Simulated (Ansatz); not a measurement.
# Energies and gaps of 7 cells of SiC

7 cells of SiC were relaxed with r2SCAN in Ansatz 0.2.0. Computed values for non-magnetic cells; some structures come from databases, others from prototypes and may be hypothetical.

4H polytype:
Space group P6_3mc (No. 186). a = 3.078 Å, b = 3.078 Å, c = 10.077 Å, α = 90.00°, β = 90.00°, γ = 120.00°
```json
{"atom": "Si", "site": "2a", "symmetry": "3m.", "x": "0.0000", "y": "0.0000", "z": "0.9999"}
{"atom": "Si", "site": "2b", "symmetry": "3m.", "x": "0.3333", "y": "0.6667", "z": "0.2499"}
{"atom": "C", "site": "2a", "symmetry": "3m.", "x": "0.0000", "y": "0.0000", "z": "0.1873"}
{"atom": "C", "site": "2b", "symmetry": "3m.", "x": "0.3333", "y": "0.6667", "z": "0.4379"}
```

CsCl type:
Space group Pm-3m (No. 221). a = 2.620 Å, b = 2.620 Å, c = 2.620 Å, α = 90.00°, β = 90.00°, γ = 90.00°
```json
{"atom": "Si", "site": "1a", "symmetry": "m-3m", "x": "0.0000", "y": "0.0000", "z": "0.0000"}
{"atom": "C", "site": "1b", "symmetry": "m-3m", "x": "0.5000", "y": "0.5000", "z": "0.5000"}
```

h-MgO type (coordination lost):
Space group P6_3/mmc (No. 194). a = 3.137 Å, b = 3.137 Å, c = 4.933 Å, α = 90.00°, β = 90.00°, γ = 120.00°
```
atom  site  symmetry       x       y       z
  Si    2c      -6m2  0.3333  0.6667  0.2500
   C    2d      -6m2  0.6667  0.3333  0.2500
```

rocksalt:
Space group Fm-3m (No. 225). a = 4.028 Å, b = 4.028 Å, c = 4.028 Å, α = 90.00°, β = 90.00°, γ = 90.00°

| atom | site | symmetry | x | y | z |
| --- | --- | --- | --- | --- | --- |
| Si | 4a | m-3m | 0.0000 | 0.0000 | 0.0000 |
| C | 4b | m-3m | 0.5000 | 0.0000 | 0.0000 |

wurtzite:
Space group P6_3mc (No. 186). a = 3.075 Å, b = 3.075 Å, c = 5.048 Å, α = 90.00°, β = 90.00°, γ = 120.00°
```json
{"atom": "Si", "site": "2b", "symmetry": "3m.", "x": "0.3333", "y": "0.6667", "z": "0.9996"}
{"atom": "C", "site": "2b", "symmetry": "3m.", "x": "0.3333", "y": "0.6667", "z": "0.3754"}
```

zincblende:
Space group F-43m (No. 216). a = 4.356 Å, b = 4.356 Å, c = 4.356 Å, α = 90.00°, β = 90.00°, γ = 90.00°
```tsv
atom	site	symmetry	x	y	z
Si	4a	-43m	0.0000	0.0000	0.0000
C	4d	-43m	0.2500	0.2500	0.7500
```

database P6_3mc (16 atoms):
Space group P6_3mc (No. 186). a = 3.079 Å, b = 3.079 Å, c = 20.139 Å, α = 90.00°, β = 90.00°, γ = 120.00°
```json
{"atom": "Si", "site": "2b", "symmetry": "3m.", "x": "0.3333", "y": "0.6667", "z": "0.8752"}
{"atom": "Si", "site": "2b", "symmetry": "3m.", "x": "0.3333", "y": "0.6667", "z": "0.6250"}
{"atom": "Si", "site": "2a", "symmetry": "3m.", "x": "0.0000", "y": "0.0000", "z": "0.0001"}
{"atom": "Si", "site": "2b", "symmetry": "3m.", "x": "0.6667", "y": "0.3333", "z": "0.7501"}
{"atom": "C", "site": "2b", "symmetry": "3m.", "x": "0.3333", "y": "0.6667", "z": "0.3441"}
{"atom": "C", "site": "2b", "symmetry": "3m.", "x": "0.6667", "y": "0.3333", "z": "0.2187"}
{"atom": "C", "site": "2a", "symmetry": "3m.", "x": "0.0000", "y": "0.0000", "z": "0.5939"}
{"atom": "C", "site": "2b", "symmetry": "3m.", "x": "0.3333", "y": "0.6667", "z": "0.9689"}
```

Energies are counted from the lowest cell, each relaxed with the functional named (k spacing about 0.3 1/Å); gaps are on the r2SCAN cells (d direct, i indirect).
```
                     structure  space group  volume (Å³/atom)  E, r2SCAN (meV/atom)  E, PBE (meV/atom)        gap, PBE (eV)     gap, r2SCAN (eV)  gap, HSE06 (eV)
                   4H polytype       P6_3mc             10.33                     0                  0       2.23 i (Γ → M)       2.60 i (Γ → M)   3.14 i (Γ → M)
                     CsCl type        Pm-3m              8.99                  2344               2078  none (overlap 3.94)  none (overlap 4.20)                –
h-MgO type (coordination lost)     P6_3/mmc             10.51                   490                454  none (overlap 0.12)       0.11 i (Γ → M)   0.55 i (Γ → M)
                      rocksalt        Fm-3m              8.17                   824                738  none (overlap 0.90)  none (overlap 0.68)                –
                      wurtzite       P6_3mc             10.34                     4                  4       2.28 i (Γ → K)       2.65 i (Γ → K)   3.16 i (Γ → K)
                    zincblende        F-43m             10.33                     0                  1       1.36 i (Γ → X)       1.71 i (Γ → X)   2.23 i (Γ → X)
    database P6_3mc (16 atoms)       P6_3mc             10.33                     0                  0       1.77 i (Γ → M)       2.13 i (Γ → M)   2.65 i (Γ → M)
```

With r2SCAN the two lowest, database P6_3mc (16 atoms) and 4H polytype, differ by 0 meV an atom, less than the 3 meV that these k meshes can be trusted to. Other structures, not computed here, could lie lower. With PBE the lowest cells aren't resolved. The start from another database entry ended in the same structure as one of these cells. The start from another database entry ended in the same structure as one of these cells.

Against database P6_3mc (16 atoms) (HSE06 gap 2.65 eV): 4H polytype +0.49 eV at 0.0 % volume; h-MgO type (coordination lost) -2.10 eV at +1.7 % volume; wurtzite +0.51 eV at 0.0 % volume; zincblende -0.42 eV at 0.0 % volume.

Where bands overlap the cell is a metal at that level, and these k meshes limit energies, forces and stress.

The meshes of the hybrids are coarse, so their gaps aren't converged to the digits shown.
